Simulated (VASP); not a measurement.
# La (P6_3/mmc) in VASP: notebook

Runs on La. Level: LDA. Tasks: single point.

Everything below comes from runs of VASP 6.6.1. Logs are shortened: lines on timing, memory, paths and dates and some standing lists are left out, and cuts for length are marked.

**1. The crystal as given**

The structure is hexagonal, space group P6_3/mmc (No. 194). Conventional cell: a = 3.750 Å, b = 3.750 Å, c = 6.070 Å, α = 90.00°, β = 90.00°, γ = 120.00°. La (site symmetry -6m2) is surrounded by 12 La at 3.73 to 3.75 Å.

This isn't the form of La at room conditions, which is double hcp.

**2. Single point, LDA**

INCAR reads:

```
SYSTEM = La
PREC = Accurate ; ENCUT = 600
EDIFF = 1E-6 ; ISMEAR = -1
SIGMA = 0.1 ; LREAL = .FALSE.
LASPH = .TRUE. ; NELM = 100
ALGO = Normal ; ISIF = 2
LWAVE = .FALSE. ; LCHARG = .FALSE.
GGA = CA ; ADDGRID = .FALSE.
```

KPOINTS reads:

```
Automatic mesh
0
G
  13 13 7
  0 0 0
```

POSCAR reads:

```
La
1.0
    3.7500000000      0.0000000000      0.0000000000
   -1.8750000000      3.2475952642      0.0000000000
    0.0000000000      0.0000000000      6.0700000000
La
2
Direct
    0.6666666667      0.3333333333      0.7500000000
    0.3333333333      0.6666666667      0.2500000000
```

Potentials or basis: VASP PAW LDA potentials, release 64 (La).

Started as:

```console
cat potpaw_LDA.64/La/POTCAR > POTCAR
mpirun -np 1 vasp_std > vasp.out
```

OUTCAR:

```text
SYSTEM = La
   PREC = Accurate
   ENCUT = 600
   EDIFF = 1E-6
   ISMEAR = -1
   LREAL = .FALSE.
   LASPH = .TRUE.
   NELM = 100
   ISIF = 2
   GGA = CA

 Found     84 irreducible k-points:

 Following reciprocal coordinates:
            Coordinates               Weight
  0.000000  0.000000  0.000000      1.000000
  0.076923 -0.000000  0.000000      6.000000
  0.153846 -0.000000  0.000000      6.000000
  0.230769 -0.000000  0.000000      6.000000
  0.307692 -0.000000  0.000000      6.000000
  0.384615 -0.000000  0.000000      6.000000
   k-points           NKPTS =     84   k-points in BZ     NKDIM =     84   number of bands    NBANDS=     15
   number of dos      NEDOS =    301   number of ions     NIONS =      2
   total plane-waves  NPLWV =  43200
   dimension x,y,z NGX =    30 NGY =   30 NGZ =   48
   dimension x,y,z NGXF=    60 NGYF=   60 NGZF=   96
   ions per type =               2
   NGX,Y,Z   is equivalent  to a cutoff of  13.30, 13.30, 13.15 a.u.
   NGXF,Y,Z  is equivalent  to a cutoff of  26.60, 26.60, 26.29 a.u.
 SYSTEM =  La
   PREC   = accura    normal or accurate (medium, high low for compatibility)
   ISTART =      0    job   : 0-new  1-cont  2-samecut
   ICHARG =      2    charge: 1-file 2-atom 10-const
   ISPIN  =      1    spin polarized calculation?
   LNONCOLLINEAR =      F non collinear calculations
   LSORBIT =      F    spin-orbit coupling
   LASPH  =      T    aspherical Exc in radial PAW
   ENCUT  =  600.0 eV  44.10 Ry    6.64 a.u.   7.49  7.49 12.12*2*pi/ulx,y,z
   NELM   =    100;   NELMIN=  2; NELMDL= -5     # of ELM steps
   EDIFF  = 0.1E-05   stopping-criterion for ELM
   LREAL  =      F    real-space projection
   EDIFFG = 0.1E-04   stopping-criterion for IOM
   NSW    =      0    number of steps for IOM
   IBRION =     -1    ionic relax: 0-MD 1-quasi-New 2-CG
   NFREE  =      0    steps in history (QN), initial steepest desc. (CG)
   ISIF   =      2    stress and relaxation
   ISYM   =      2    0-nonsym 1-usesym 2-fastsym
   POTIM  = 0.5000    time-step for ionic-motion
   TEBEG  =    0.0;   TEEND  =   0.0 temperature during run
   PSTRESS=    0.0 pullay stress
   NELECT =      22.0000    total number of electrons
   NUPDOWN=      -1.0000    fix difference up-down
   EMIN   =  10.00;   EMAX   =-10.00  energy-range for DOS
   EFERMI =   0.00;   METHOD = LEGACY
   ISMEAR =    -1;   SIGMA  =   0.10  broadening in eV -4-tet -1-fermi 0-gaus
   EFERMI_NEDOS =   21; number of points for ismear=-14 and -15
   IALGO  =     38    algorithm
   IMIX   =      4    mixing-type and parameters
     AMIX     =   0.40;   BMIX     =  1.00
     AMIX_MAG =   1.60;   BMIX_MAG =  1.00
  volume/ion in A,a.u.               =      36.96       249.43
  Fermi-wavevector in a.u.,A,eV,Ry     =   1.093004  2.065478 16.254307  1.194658
  Thomas-Fermi vector in A             =   2.229281
   LORBIT       =      0    0 simple, 1 ext, 2 COOP (PROOUT), +10 PAW based schemes
   GGA     = CA    functional components
   LHFCALC =     F    Hartree Fock is set to
   AEXX    =    0.0000 exact exchange contribution
   IVDW    =     0    specifies the selected vdW correction
   LEPSILON=     F    determine dielectric tensor
   LRPA    =     F    only Hartree local field effects (RPA)
 non-spin polarized calculation
  energy-cutoff  :      600.00
  volume of cell :       73.92
 maximum number of plane-waves:      2503
 NGX is ok and might be reduce to    30
   NGX = 15   NGY = 15   NGZ = 25

 number of electron      21.9999997 magnetization

 Free energy of the ion-electron system (eV)
  ---------------------------------------------------
  ext. energy  EPLUGINS =         0.00000000
  ---------------------------------------------------
  free energy    TOTEN  =       -11.06018140 eV

  energy without entropy =      -10.93682556  energy(sigma->0) =      -10.99850348

 E-fermi :   7.6848     XC(G=0):  -9.7831

 val. band max:        7.6844127403   @ k =   0.3846  -0.0000   0.2857
 cond. band min:       7.6894292977   @ k =   0.1538   0.1538   0.0000
 fundamental gap:      0.0050165574
 Fermi energy:         7.6848478672

 k-point     1 :       0.0000    0.0000    0.0000
  band No.  band energies     occupation
      1     -25.0372      2.00000
      2     -24.8277      2.00000
      3      -9.4433      2.00000
      4      -8.2117      2.00000
      5      -8.2117      2.00000
      6      -8.0206      2.00000
      7      -8.0206      2.00000
      8      -7.9915      2.00000
      9       4.5037      2.00000
     10       5.9294      2.00000
     11       8.7005      0.00008
     12       8.9918      0.00000
     13       8.9922      0.00000
     14       9.0789      0.00000
     15       9.1590      0.00000

 k-point     2 :       0.0769   -0.0000    0.0000
  band No.  band energies     occupation
      1     -25.0273      2.00000
      2     -24.8230      2.00000
      3      -9.4178      2.00000
      4      -8.2790      2.00000
      5      -8.2327      2.00000
      6      -8.0899      2.00000
      7      -8.0291      2.00000
      8      -8.0020      2.00000
      9       4.6639      2.00000
     10       6.0777      2.00000
     11       8.4003      0.00156
     12       8.9681      0.00001
     13       8.9770      0.00000
     14       9.0463      0.00000
     15       9.1610      0.00000

 k-point     3 :       0.1538   -0.0000    0.0000
  band No.  band energies     occupation
      1     -24.9993      2.00000
      2     -24.8103      2.00000
      3      -9.3437      2.00000
      4      -8.4626      2.00000
      5      -8.2886      2.00000
      6      -8.2744      2.00000
      7      -8.0542      2.00000
      8      -8.0341      2.00000
      9       5.1003      2.00000
     10       6.4434      1.99999
     11       8.0018      0.08064
     12       8.5375      0.00040
     13       8.7193      0.00006
     14       8.9569      0.00001
     15       9.1988      0.00000

 k-point     4 :       0.2308   -0.0000    0.0000
  band No.  band energies     occupation
      1     -24.9583      2.00000
      2     -24.7936      2.00000
      3      -9.2290      2.00000
      4      -8.7146      2.00000
      5      -8.5179      2.00000
      6      -8.3628      2.00000
      7      -8.0925      2.00000
      8      -8.0891      2.00000
      9       5.6769      2.00000
     10       6.6881      1.99991
     11       7.8881      0.23175
     12       7.9024      0.20398
     13       8.5803      0.00026
     14       8.8602      0.00002
     15       9.1586      0.00000

 k-point     5 :       0.3077   -0.0000    0.0000
  band No.  band energies     occupation
      1     -24.9116      2.00000
      2     -24.7783      2.00000
      3      -9.0875      2.00000
      4      -8.9729      2.00000
      5      -8.7596      2.00000
      6      -8.4375      2.00000
      7      -8.1667      2.00000
      8      -8.1353      2.00000
      9       6.1511      2.00000
     10       6.5574      1.99997
     11       7.2784      1.96623
     12       8.1933      0.01231
     13       8.7863      0.00003
     14       8.8179      0.00002
     15       9.0447      0.00000

 k-point     6 :       0.3846   -0.0000    0.0000
  band No.  band energies     occupation
      1     -24.8686      2.00000
      2     -24.7694      2.00000
      3      -9.1799      2.00000
      4      -8.9494      2.00000
      5      -8.9415      2.00000
      6      -8.4970      2.00000
      7      -8.2593      2.00000
      8      -8.1716      2.00000
      9       6.2151      2.00000
     10       6.5019      1.99999
     11       6.8298      1.99961
     12       8.5603      0.00032
     13       8.8398      0.00002
     14       8.9694      0.00001
     15       9.1690      0.00000

 [... further k-points ...]

------------------------ aborting loop because EDIFF is reached ----------------------------------------

  FORCE on cell =-STRESS in cart. coord.  units (eV):
  Direction    XX          YY          ZZ          XY          YZ          ZX
  --------------------------------------------------------------------------------------
  -------------------------------------------------------------------------------------
  Total       -1.3729187     -1.3729187     -1.3638948      0.0000000     -0.0000000     -0.0000000
  in kB      -29.7559304    -29.7559304    -29.5603515      0.0000000     -0.0000000     -0.0000000
  external PRESSURE =     -29.6907374 kB  Pullay stress =       0.0000000 kB

 VOLUME and BASIS-vectors are now :
 -----------------------------------------------------------------------------
  energy-cutoff  :      600.00
  volume of cell :       73.92
      direct lattice vectors                 reciprocal lattice vectors
     3.750000000  0.000000000  0.000000000     0.266666667  0.153960072  0.000000000
    -1.875000000  3.247595264  0.000000000     0.000000000  0.307920144  0.000000000
     0.000000000  0.000000000  6.070000000     0.000000000  0.000000000  0.164744646

 POSITION                                       TOTAL-FORCE (eV/Angst)
 -----------------------------------------------------------------------------------
      1.87500      1.08253      4.55250        -0.000000     -0.000000      0.000000
     -0.00000      2.16506      1.51750         0.000000      0.000000      0.000000
 -----------------------------------------------------------------------------------
    total drift:                                0.000000     -0.000000      0.000000

  FREE ENERGIE OF THE ION-ELECTRON SYSTEM (eV)
  ---------------------------------------------------
  free  energy   TOTEN  =       -11.0601813961 eV

  energy  without entropy=      -10.9368255578  energy(sigma->0) =      -10.99850348
```

It took 56 s on 1 thread of AMD EPYC 9R45 (Zen 5), shared host; peak memory 0.23 GiB.

These settings aren't checked as converged: the numbers below hold their error.

What came out:

| Item | Value |
| --- | --- |
| Free energy | -11.0602 eV |
| Pressure | -3.0 GPa |
| Band gap on the k mesh | none (metal or under the smearing width) |

**3. Single point, LDA**

INCAR is that of step 2.

KPOINTS is that of step 2.

POSCAR reads:

```
La
1.0
    3.7500000000      0.0000000000      0.0000000000
   -1.8750000000      3.2475952642      0.0000000000
    0.0000000000      0.0000000000      6.0700000000
La
2
Direct
    0.6527560000      0.3219160000      0.7382770000
    0.3157440000      0.6620370000      0.2676620000
```

Potentials or basis: VASP PAW LDA potentials, release 64 (La).

Started as:

```console
cat potpaw_LDA.64/La/POTCAR > POTCAR
mpirun -np 1 vasp_std > vasp.out
```

It took 7.5 min on 1 thread of AMD EPYC 9R45 (Zen 5), shared host; peak memory 0.87 GiB.

These settings aren't checked as converged: the numbers below hold their error.

What came out:

```yaml
Free_energy: -11.0404 eV
Pressure: -2.8 GPa
Largest_force: 0.232 eV/Å
Band_gap_on_the_k_mesh: none (metal or under the smearing width)
```

**4. Single point, LDA**

Edit INCAR of step 3 so:

```diff
@@ -1,3 +1,3 @@
 SYSTEM = La
-PREC = Accurate ; ENCUT = 600
+PREC = Accurate ; ENCUT = 350
 EDIFF = 1E-6 ; ISMEAR = -1
```

KPOINTS reads:

```
Automatic mesh
0
G
  17 17 10
  0 0 0
```

POSCAR reads:

```
La
1.0
    3.7500000000      0.0000000000      0.0000000000
   -1.8750000000      3.2475952642      0.0000000000
    0.0000000000      0.0000000000      6.0700000000
La
2
Direct
    0.6666666667      0.3333333333      0.7500000000
    0.3333333333      0.6666666667      0.2500000000
```

Potentials or basis: VASP PAW LDA potentials, release 64 (La).

Started as:

```console
cat potpaw_LDA.64/La/POTCAR > POTCAR
mpirun -np 1 vasp_std > vasp.out
```

OUTCAR:

```text
SYSTEM = La
   PREC = Accurate
   ENCUT = 350
   EDIFF = 1E-6
   ISMEAR = -1
   LREAL = .FALSE.
   LASPH = .TRUE.
   NELM = 100
   ISIF = 2
   GGA = CA

 Found    198 irreducible k-points:

 Following reciprocal coordinates:
            Coordinates               Weight
  0.000000  0.000000  0.000000      1.000000
  0.058824  0.000000  0.000000      6.000000
  0.117647 -0.000000  0.000000      6.000000
  0.176471  0.000000  0.000000      6.000000
  0.235294 -0.000000  0.000000      6.000000
  0.294118  0.000000  0.000000      6.000000
   k-points           NKPTS =    198   k-points in BZ     NKDIM =    198   number of bands    NBANDS=     15
   number of dos      NEDOS =    301   number of ions     NIONS =      2
   total plane-waves  NPLWV =  23040
   dimension x,y,z NGX =    24 NGY =   24 NGZ =   40
   dimension x,y,z NGXF=    48 NGYF=   48 NGZF=   80
   ions per type =               2
   NGX,Y,Z   is equivalent  to a cutoff of  10.64, 10.64, 10.96 a.u.
   NGXF,Y,Z  is equivalent  to a cutoff of  21.28, 21.28, 21.91 a.u.
 SYSTEM =  La
   PREC   = accura    normal or accurate (medium, high low for compatibility)
   ISTART =      0    job   : 0-new  1-cont  2-samecut
   ICHARG =      2    charge: 1-file 2-atom 10-const
   ISPIN  =      1    spin polarized calculation?
   LNONCOLLINEAR =      F non collinear calculations
   LSORBIT =      F    spin-orbit coupling
   LASPH  =      T    aspherical Exc in radial PAW
   ENCUT  =  350.0 eV  25.72 Ry    5.07 a.u.   5.72  5.72  9.26*2*pi/ulx,y,z
   NELM   =    100;   NELMIN=  2; NELMDL= -5     # of ELM steps
   EDIFF  = 0.1E-05   stopping-criterion for ELM
   LREAL  =      F    real-space projection
   EDIFFG = 0.1E-04   stopping-criterion for IOM
   NSW    =      0    number of steps for IOM
   IBRION =     -1    ionic relax: 0-MD 1-quasi-New 2-CG
   NFREE  =      0    steps in history (QN), initial steepest desc. (CG)
   ISIF   =      2    stress and relaxation
   ISYM   =      2    0-nonsym 1-usesym 2-fastsym
   POTIM  = 0.5000    time-step for ionic-motion
   TEBEG  =    0.0;   TEEND  =   0.0 temperature during run
   PSTRESS=    0.0 pullay stress
   NELECT =      22.0000    total number of electrons
   NUPDOWN=      -1.0000    fix difference up-down
   EMIN   =  10.00;   EMAX   =-10.00  energy-range for DOS
   EFERMI =   0.00;   METHOD = LEGACY
   ISMEAR =    -1;   SIGMA  =   0.10  broadening in eV -4-tet -1-fermi 0-gaus
   EFERMI_NEDOS =   21; number of points for ismear=-14 and -15
[... 19 lines left out ...]
   NGX = 11   NGY = 11   NGZ = 19

 number of electron      22.0000001 magnetization

 Free energy of the ion-electron system (eV)
  ---------------------------------------------------
  ext. energy  EPLUGINS =         0.00000000
  ---------------------------------------------------
  free energy    TOTEN  =       -11.05733415 eV

  energy without entropy =      -10.92943492  energy(sigma->0) =      -10.99338454

 E-fermi :   7.6859     XC(G=0):  -9.7831

 val. band max:        7.6842151444   @ k =   0.1176   0.0588   0.4000
 cond. band min:       7.6953639694   @ k =   0.3529   0.0000   0.4000
 fundamental gap:      0.0111488250
 Fermi energy:         7.6858605159

 k-point     1 :       0.0000    0.0000    0.0000
  band No.  band energies     occupation
      1     -25.0366      2.00000
      2     -24.8272      2.00000
      3      -9.4430      2.00000
      4      -8.2109      2.00000
      5      -8.2109      2.00000
      6      -8.0199      2.00000
      7      -8.0199      2.00000
      8      -7.9912      2.00000
      9       4.5040      2.00000
     10       5.9300      2.00000
     11       8.7019      0.00008
     12       8.9927      0.00000
     13       8.9931      0.00000
     14       9.0807      0.00000
[... 77 lines left out ...]
      2     -24.7801      2.00000
      3      -9.1133      2.00000
      4      -8.9289      2.00000
      5      -8.7187      2.00000
      6      -8.4244      2.00000
      7      -8.1512      2.00000
      8      -8.1271      2.00000
      9       6.0893      2.00000
     10       6.5908      1.99996
     11       7.3770      1.91281
     12       8.1346      0.02225
     13       8.7228      0.00006
     14       8.8223      0.00002
     15       9.0580      0.00000

 [... further k-points ...]

------------------------ aborting loop because EDIFF is reached ----------------------------------------

  FORCE on cell =-STRESS in cart. coord.  units (eV):
  Direction    XX          YY          ZZ          XY          YZ          ZX
  --------------------------------------------------------------------------------------
  -------------------------------------------------------------------------------------
  Total       -1.3715720     -1.3715720     -1.3583822      0.0000000      0.0000000      0.0000000
  in kB      -29.7267438    -29.7267438    -29.4408751      0.0000000      0.0000000      0.0000000
  external PRESSURE =     -29.6314543 kB  Pullay stress =       0.0000000 kB

 VOLUME and BASIS-vectors are now :
 -----------------------------------------------------------------------------
  energy-cutoff  :      350.00
  volume of cell :       73.92
      direct lattice vectors                 reciprocal lattice vectors
     3.750000000  0.000000000  0.000000000     0.266666667  0.153960072  0.000000000
    -1.875000000  3.247595264  0.000000000     0.000000000  0.307920144  0.000000000
     0.000000000  0.000000000  6.070000000     0.000000000  0.000000000  0.164744646

 POSITION                                       TOTAL-FORCE (eV/Angst)
 -----------------------------------------------------------------------------------
      1.87500      1.08253      4.55250         0.000000     -0.000000      0.000000
     -0.00000      2.16506      1.51750        -0.000000      0.000000      0.000000
 -----------------------------------------------------------------------------------
    total drift:                                0.000000     -0.000000      0.000000

  FREE ENERGIE OF THE ION-ELECTRON SYSTEM (eV)
  ---------------------------------------------------
  free  energy   TOTEN  =       -11.0573341541 eV

  energy  without entropy=      -10.9294349181  energy(sigma->0) =      -10.99338454
```

OSZICAR:

```text
N       E                     dE             d eps       ncg     rms          rms(c)
DAV:   1     0.223231592221E+03    0.22323E+03   -0.65826E+03  5956   0.149E+03
DAV:   2     0.205794586848E+02   -0.20265E+03   -0.20103E+03  9080   0.342E+02
DAV:   3    -0.725082377896E+01   -0.27830E+02   -0.27342E+02 10280   0.142E+02
DAV:   4    -0.107572210317E+02   -0.35064E+01   -0.34562E+01 11873   0.444E+01
DAV:   5    -0.110666211715E+02   -0.30940E+00   -0.30686E+00  9856   0.125E+01    0.322E+00
DAV:   6    -0.110748091449E+02   -0.81880E-02   -0.46250E-01 11880   0.523E+00    0.162E+00
DAV:   7    -0.110589112194E+02    0.15898E-01   -0.35747E-02 10656   0.156E+00    0.484E-01
DAV:   8    -0.110572573173E+02    0.16539E-02   -0.37744E-03 11880   0.539E-01    0.535E-02
DAV:   9    -0.110573207271E+02   -0.63410E-04   -0.50104E-04 11608   0.170E-01    0.353E-02
DAV:  10    -0.110573344473E+02   -0.13720E-04   -0.57057E-05 11818   0.529E-02    0.243E-02
DAV:  11    -0.110573342061E+02    0.24119E-06   -0.14503E-05  9584   0.413E-02    0.388E-03
DAV:  12    -0.110573341541E+02    0.52046E-07   -0.44958E-07  7100   0.938E-03
   1 F= -.11057334E+02 E0= -.10993385E+02  d E =-.127899E+00
```

stdout:

```text
POSCAR found type information on POSCAR La
 POSCAR found :  1 types and       2 ions
 scaLAPACK will be used
 LDA part: xc-table for (Slater(with rela. corr.)+CA(PZ))
 , standard interpolation
 POSCAR, INCAR and KPOINTS ok, starting setup
 FFT: planning ... GRIDC
 FFT: planning ... GRID_SOFT
 FFT: planning ... GRID
 WAVECAR not read
 entering main loop
```

It took 76 s on 1 thread of AMD EPYC 9R45 (Zen 5), shared host; peak memory 0.22 GiB.

These settings aren't checked as converged: the numbers below hold their error.

What came out:

```
Free energy            : -11.0573 eV
Pressure               : -3.0 GPa
Band gap on the k mesh : none (metal or under the smearing width)
```

**5. Single point, LDA**

INCAR is that of step 4.

KPOINTS is that of step 4.

POSCAR reads:

```
La
1.0
    3.7500000000      0.0000000000      0.0000000000
   -1.8750000000      3.2475952642      0.0000000000
    0.0000000000      0.0000000000      6.0700000000
La
2
Direct
    0.6527560000      0.3219160000      0.7382770000
    0.3157440000      0.6620370000      0.2676620000
```

Started as:

```console
cat potpaw_LDA.64/La/POTCAR > POTCAR
mpirun -np 1 vasp_std > vasp.out
```

Run time: 9.4 min. Hardware: 1 thread of AMD EPYC 9R45 (Zen 5), shared host; peak memory 0.93 GiB.

These settings aren't checked as converged: the numbers below hold their error.

What came out:

```yaml
Free_energy: -11.0382 eV
Pressure: -2.8 GPa
Largest_force: 0.227 eV/Å
Band_gap_on_the_k_mesh: none (metal or under the smearing width)
```

**6. For comparison**

An earlier run on the cell as given: functional PBE; potentials or basis VASP PAW PBE potentials, release 64 (La); cutoff 520 eV; k mesh 8 × 8 × 5; occupations fermi-dirac, width 0.05 eV; no spin polarisation.

* Pressure: 0.7 GPa
* Band gap on the k mesh: none (metal or under the smearing width)
